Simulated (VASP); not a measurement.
# TiO2 (Anatase) in VASP: a series of runs, part 2 of 2

VASP 6.6.1. Earlier steps stand in the parts before.

## Step 5: Single point, PBE

INCAR reads:

```
SYSTEM = TiO2
  PREC = Accurate
  ENCUT = 400
  EDIFF = 1E-7
  ISMEAR = 0
  SIGMA = 0.05
  LREAL = .False.
  LASPH = .True.
  NELM = 100
  ALGO = Normal
  ISIF = 2
  LWAVE = .False.
  LCHARG = .False.
  GGA = PE
  ADDGRID = .False.
```

KPOINTS reads:

```
regular mesh
0
Gamma
  7 7 7
  0 0 0
```

POSCAR reads:

```
TiO2
1.0
   -1.8921000000      1.8921000000      4.7573000000
    1.8921000000     -1.8921000000      4.7573000000
    1.8921000000      1.8921000000     -4.7573000000
Ti O
2 4
Direct
    0.7634100000      0.2505420000      0.5022120000
    0.0240310000     -0.0225460000     -0.0109780000
    0.8032660000      0.7916050000      0.0039110000
    0.5255800000      0.0234350000      0.4817660000
    0.9615640000      0.4693800000      0.5068500000
    0.1853180000      0.2146180000     -0.0384270000
```

Potentials or basis: VASP PAW PBE potentials, release 64 (Ti, O).

The run is started by

```console
$ cat potpaw_PBE.64/Ti/POTCAR potpaw_PBE.64/O/POTCAR > POTCAR
$ mpirun -np 1 vasp_std > vasp.out
```

OUTCAR:

```text
SYSTEM = TiO2
   PREC = Accurate
   ENCUT = 400
   EDIFF = 1E-7
   ISMEAR = 0
   LREAL = .False.
   LASPH = .True.
   NELM = 100
   ISIF = 2
   GGA = PE

 Found    172 irreducible k-points:

 Following reciprocal coordinates:
            Coordinates               Weight
  0.000000  0.000000  0.000000      1.000000
  0.142857  0.000000  0.000000      2.000000
  0.000000  0.142857  0.000000      2.000000
  0.000000  0.142857 -0.142857      2.000000
  0.142857  0.000000 -0.142857      2.000000
  0.285714  0.000000  0.000000      2.000000
   k-points           NKPTS =    172   k-points in BZ     NKDIM =    172   number of bands    NBANDS=     20
   number of dos      NEDOS =    301   number of ions     NIONS =      6
   total plane-waves  NPLWV =  46656
   dimension x,y,z NGX =    36 NGY =   36 NGZ =   36
   dimension x,y,z NGXF=    72 NGYF=   72 NGZF=   72
   ions per type =               2   4
   NGX,Y,Z   is equivalent  to a cutoff of  10.96, 10.96, 10.96 a.u.
   NGXF,Y,Z  is equivalent  to a cutoff of  21.93, 21.93, 21.93 a.u.
 SYSTEM =  TiO2
   PREC   = accura    normal or accurate (medium, high low for compatibility)
   ISTART =      0    job   : 0-new  1-cont  2-samecut
   ICHARG =      2    charge: 1-file 2-atom 10-const
   ISPIN  =      1    spin polarized calculation?
   LNONCOLLINEAR =      F non collinear calculations
   LSORBIT =      F    spin-orbit coupling
   LASPH  =      T    aspherical Exc in radial PAW
   ENCUT  =  400.0 eV  29.40 Ry    5.42 a.u.   8.90  8.90  8.90*2*pi/ulx,y,z
   NELM   =    100;   NELMIN=  2; NELMDL= -5     # of ELM steps
   EDIFF  = 0.1E-06   stopping-criterion for ELM
   LREAL  =      F    real-space projection
   EDIFFG = 0.1E-05   stopping-criterion for IOM
   NSW    =      0    number of steps for IOM
   IBRION =     -1    ionic relax: 0-MD 1-quasi-New 2-CG
   NFREE  =      0    steps in history (QN), initial steepest desc. (CG)
   ISIF   =      2    stress and relaxation
   ISYM   =      2    0-nonsym 1-usesym 2-fastsym
   POTIM  = 0.5000    time-step for ionic-motion
   TEBEG  =    0.0;   TEEND  =   0.0 temperature during run
   PSTRESS=    0.0 pullay stress
   NELECT =      32.0000    total number of electrons
   NUPDOWN=      -1.0000    fix difference up-down
   EMIN   =  10.00;   EMAX   =-10.00  energy-range for DOS
[... 5 lines left out ...]
     AMIX     =   0.40;   BMIX     =  1.00
     AMIX_MAG =   1.60;   BMIX_MAG =  1.00
  volume/ion in A,a.u.               =      11.35        76.62
  Fermi-wavevector in a.u.,A,eV,Ry     =   1.272590  2.404847 22.034444  1.619486
  Thomas-Fermi vector in A             =   2.405460
   LORBIT       =      0    0 simple, 1 ext, 2 COOP (PROOUT), +10 PAW based schemes
   GGA     = PE    functional components
   LHFCALC =     F    Hartree Fock is set to
   AEXX    =    0.0000 exact exchange contribution
   IVDW    =     0    specifies the selected vdW correction
   LEPSILON=     F    determine dielectric tensor
   LRPA    =     F    only Hartree local field effects (RPA)
 non-spin polarized calculation
 Gauss-broadening in eV      SIGMA  =   0.05
  energy-cutoff  :      400.00
  volume of cell :       68.13
 maximum number of plane-waves:      1248
   NGX = 17   NGY = 17   NGZ = 17

 number of electron      32.0000003 magnetization

 Free energy of the ion-electron system (eV)
  ---------------------------------------------------
  ext. energy  EPLUGINS =         0.00000000
  ---------------------------------------------------
  free energy    TOTEN  =       -52.57313469 eV

  energy without entropy =      -52.57313469  energy(sigma->0) =      -52.57313469

 E-fermi :   1.0079     XC(G=0): -10.5293

 val. band max:        0.7915957035   @ k =  -0.4286   0.4286   0.0000
 cond. band min:       2.9917751585   @ k =   0.0000   0.0000   0.0000
 fundamental gap:      2.2001794550
 Fermi energy:         1.0078595739

 k-point     1 :       0.0000    0.0000    0.0000
  band No.  band energies     occupation
      1     -16.9586      2.00000
      2     -16.0662      2.00000
      3     -15.8554      2.00000
      4     -15.5398      2.00000
      5      -3.1975      2.00000
      6      -3.0694      2.00000
[... 12 lines left out ...]
     19       4.2089      0.00000
     20       4.3972      0.00000

 k-point     2 :       0.1429    0.0000    0.0000
  band No.  band energies     occupation
      1     -16.8626      2.00000
      2     -16.0182      2.00000
      3     -15.8075      2.00000
      4     -15.5274      2.00000
      5      -3.2167      2.00000
      6      -3.1225      2.00000
[... 84 lines left out ...]
 k-point     6 :       0.2857    0.0000    0.0000
  band No.  band energies     occupation
      1     -16.6509      2.00000
      2     -15.9030      2.00000
      3     -15.7072      2.00000
      4     -15.4833      2.00000
      5      -3.6990      2.00000
      6      -3.1925      2.00000
[... 12 lines left out ...]
     19       4.1849      0.00000
     20       4.3812      0.00000

 [... further k-points ...]
[... 5 lines left out ...]
  --------------------------------------------------------------------------------------
  -------------------------------------------------------------------------------------
  Total        3.1906184      5.4675269     -0.9684587      0.1859552      0.3508167      0.4097562
  in kB       75.0372223    128.5857399    -22.7762894      4.3733103      8.2505350      9.6366794
  external PRESSURE =      60.2822243 kB  Pullay stress =       0.0000000 kB

 VOLUME and BASIS-vectors are now :
 -----------------------------------------------------------------------------
  energy-cutoff  :      400.00
  volume of cell :       68.13
      direct lattice vectors                 reciprocal lattice vectors
    -1.892100000  1.892100000  4.757300000     0.000000000  0.264256646  0.105101633
     1.892100000 -1.892100000  4.757300000     0.264256646  0.000000000  0.105101633
     1.892100000  1.892100000 -4.757300000     0.264256646  0.264256646  0.000000000

 POSITION                                       TOTAL-FORCE (eV/Angst)
 -----------------------------------------------------------------------------------
     -0.02016      1.92063      2.43450         0.093332     -1.694868      0.029840
      3.67530      0.06736      0.05929         1.317622     -0.989178     -0.409240
     -0.01466      0.02946      7.56867         0.147210     -0.559681     -0.017140
     -0.03856      1.86166      0.31992         0.275960      0.592584      1.246635
      0.02775      1.89027      4.39619        -1.814101     -0.238515      0.134868
      1.87483      1.76395     -2.67188        -0.020022      2.889657     -0.984964
 -----------------------------------------------------------------------------------
    total drift:                               -0.000171      0.000034     -0.000498

  FREE ENERGIE OF THE ION-ELECTRON SYSTEM (eV)
  ---------------------------------------------------
  free  energy   TOTEN  =       -52.5731346879 eV

  energy  without entropy=      -52.5731346879  energy(sigma->0) =      -52.57313469
```

OSZICAR:

```text
N       E                     dE             d eps       ncg     rms          rms(c)
DAV:   1     0.354586728988E+03    0.35459E+03   -0.12471E+04  6880   0.128E+03
DAV:   2    -0.105093213552E+02   -0.36510E+03   -0.35487E+03  9508   0.342E+02
DAV:   3    -0.675359588427E+02   -0.57027E+02   -0.56291E+02  8604   0.173E+02
DAV:   4    -0.696364662538E+02   -0.21005E+01   -0.20968E+01  8524   0.388E+01
[... 10 lines left out ...]
DAV:  15    -0.525731369164E+02   -0.19904E-05   -0.49880E-05  9472   0.507E-02    0.135E-02
DAV:  16    -0.525731346419E+02    0.22746E-05   -0.77626E-06 10044   0.238E-02    0.457E-03
DAV:  17    -0.525731345062E+02    0.13562E-06   -0.23023E-06 10892   0.114E-02    0.800E-04
DAV:  18    -0.525731346210E+02   -0.11477E-06   -0.14004E-07  4328   0.364E-03    0.115E-03
DAV:  19    -0.525731346879E+02   -0.66872E-07   -0.83521E-08  3984   0.309E-03
   1 F= -.52573135E+02 E0= -.52573135E+02  d E =-.244969E-11
```

stdout:

```text
POSCAR found type information on POSCAR TiO
 POSCAR found :  2 types and       6 ions
 scaLAPACK will be used
 LDA part: xc-table for (Slater+PW92), standard interpolation
 POSCAR, INCAR and KPOINTS ok, starting setup
 FFT: planning ... GRIDC
 FFT: planning ... GRID_SOFT
 FFT: planning ... GRID
 WAVECAR not read
 entering main loop
```

Wall time 1.8 min (1 thread of Intel Xeon 6975P-C (Granite Rapids), shared host); peak memory 0.3 GiB.

The run converged, but some of its settings lie outside the range that counts as converged, so its numbers aren't taken as properties of the crystal.

Results:

```yaml
Free_energy: -52.5731 eV
Largest_force: 3.053 eV/Å
Band_gap_on_the_k_mesh: 2.20 eV, indirect (least direct gap 2.64 eV)
```

Caveat: the cutoff is under 1.25 times the usual one of these potentials, so pressure, stress and relaxed cells hold a basis-set (Pulay) error; an odd mesh through Γ misses points on the zone boundary, where band edges often lie.

## Step 6: Single point, PBE

Changes to INCAR since step 5:

```diff
@@ -2,3 +2,3 @@
   PREC = Accurate
-  ENCUT = 400
+  ENCUT = 460
   EDIFF = 1E-7
```

KPOINTS is that of step 5.

POSCAR is that of step 5.

Potentials or basis: VASP PAW PBE potentials, release 64 (Ti, O).

The run is started by

```console
$ cat potpaw_PBE.64/Ti/POTCAR potpaw_PBE.64/O/POTCAR > POTCAR
$ mpirun -np 1 vasp_std > vasp.out
```

OUTCAR:

```text
SYSTEM = TiO2
   PREC = Accurate
   ENCUT = 460
   EDIFF = 1E-7
   ISMEAR = 0
   LREAL = .False.
   LASPH = .True.
   NELM = 100
   ISIF = 2
   GGA = PE

 Found    172 irreducible k-points:

 Following reciprocal coordinates:
            Coordinates               Weight
  0.000000  0.000000  0.000000      1.000000
  0.142857  0.000000  0.000000      2.000000
  0.000000  0.142857  0.000000      2.000000
  0.000000  0.142857 -0.142857      2.000000
  0.142857  0.000000 -0.142857      2.000000
  0.285714  0.000000  0.000000      2.000000
   k-points           NKPTS =    172   k-points in BZ     NKDIM =    172   number of bands    NBANDS=     20
   number of dos      NEDOS =    301   number of ions     NIONS =      6
   total plane-waves  NPLWV =  64000
   dimension x,y,z NGX =    40 NGY =   40 NGZ =   40
   dimension x,y,z NGXF=    80 NGYF=   80 NGZF=   80
   ions per type =               2   4
   NGX,Y,Z   is equivalent  to a cutoff of  12.18, 12.18, 12.18 a.u.
   NGXF,Y,Z  is equivalent  to a cutoff of  24.37, 24.37, 24.37 a.u.
 SYSTEM =  TiO2
   PREC   = accura    normal or accurate (medium, high low for compatibility)
   ISTART =      0    job   : 0-new  1-cont  2-samecut
   ICHARG =      2    charge: 1-file 2-atom 10-const
[... 61 lines left out ...]
 Fermi energy:         1.0142735739

 k-point     1 :       0.0000    0.0000    0.0000
  band No.  band energies     occupation
      1     -16.9496      2.00000
      2     -16.0539      2.00000
      3     -15.8428      2.00000
      4     -15.5295      2.00000
      5      -3.1881      2.00000
      6      -3.0603      2.00000
[... 127 lines left out ...]
     19       4.1899      0.00000
     20       4.3864      0.00000

 [... further k-points ...]

------------------------ aborting loop because EDIFF is reached ----------------------------------------

  FORCE on cell =-STRESS in cart. coord.  units (eV):
  Direction    XX          YY          ZZ          XY          YZ          ZX
  --------------------------------------------------------------------------------------
  -------------------------------------------------------------------------------------
  Total        5.3012663      7.5791026      1.1191514      0.1872843      0.3608813      0.4115048
  in kB      124.6756096    178.2459493     26.3202922      4.4045681      8.4872363      9.6778027
  external PRESSURE =     109.7472837 kB  Pullay stress =       0.0000000 kB

 VOLUME and BASIS-vectors are now :
 -----------------------------------------------------------------------------
  energy-cutoff  :      460.00
  volume of cell :       68.13
      direct lattice vectors                 reciprocal lattice vectors
    -1.892100000  1.892100000  4.757300000     0.000000000  0.264256646  0.105101633
     1.892100000 -1.892100000  4.757300000     0.264256646  0.000000000  0.105101633
     1.892100000  1.892100000 -4.757300000     0.264256646  0.264256646  0.000000000

 POSITION                                       TOTAL-FORCE (eV/Angst)
 -----------------------------------------------------------------------------------
     -0.02016      1.92063      2.43450         0.093199     -1.695931      0.031031
      3.67530      0.06736      0.05929         1.316750     -0.987371     -0.407874
     -0.01466      0.02946      7.56867         0.151307     -0.551758     -0.027101
     -0.03856      1.86166      0.31992         0.272556      0.589672      1.248691
      0.02775      1.89027      4.39619        -1.814177     -0.238229      0.142453
      1.87483      1.76395     -2.67188        -0.019635      2.883617     -0.987200
 -----------------------------------------------------------------------------------
    total drift:                               -0.000126      0.000279     -0.000434

  FREE ENERGIE OF THE ION-ELECTRON SYSTEM (eV)
  ---------------------------------------------------
  free  energy   TOTEN  =       -52.5129190550 eV

  energy  without entropy=      -52.5129190550  energy(sigma->0) =      -52.51291906
```

stdout:

```text
POSCAR found type information on POSCAR TiO
 POSCAR found :  2 types and       6 ions
 scaLAPACK will be used
 LDA part: xc-table for (Slater+PW92), standard interpolation
 POSCAR, INCAR and KPOINTS ok, starting setup
 FFT: planning ... GRIDC
 FFT: planning ... GRID_SOFT
 FFT: planning ... GRID
 WAVECAR not read
 entering main loop
```

Wall time 2.8 min (1 thread of Intel Xeon 6975P-C (Granite Rapids), shared host); peak memory 0.36 GiB.

The run converged, but some of its settings lie outside the range that counts as converged, so its numbers aren't taken as properties of the crystal.

What came out:

```
Free energy            : -52.5129 eV
Pressure               : 11.0 GPa
Largest force          : 3.048 eV/Å
Band gap on the k mesh : 2.19 eV, indirect (least direct gap 2.63 eV)
```

Caveat: the cutoff is under 1.25 times the usual one of these potentials, so pressure, stress and relaxed cells hold a basis-set (Pulay) error; an odd mesh through Γ misses points on the zone boundary, where band edges often lie.

## Step 7: For comparison

An earlier run on the cell as given: functional PBEsol; potentials or basis VASP PAW PBE potentials, release 64 (Ti_sv, O); cutoff 520 eV; k mesh 10 × 10 × 10; occupations fermi-dirac, width 0.05 eV; no spin polarisation.

- Pressure: -0.4 GPa
- Largest force: 0.012 eV/Å
- Band gap on the k mesh: 2.06 eV, indirect (least direct gap 2.40 eV)
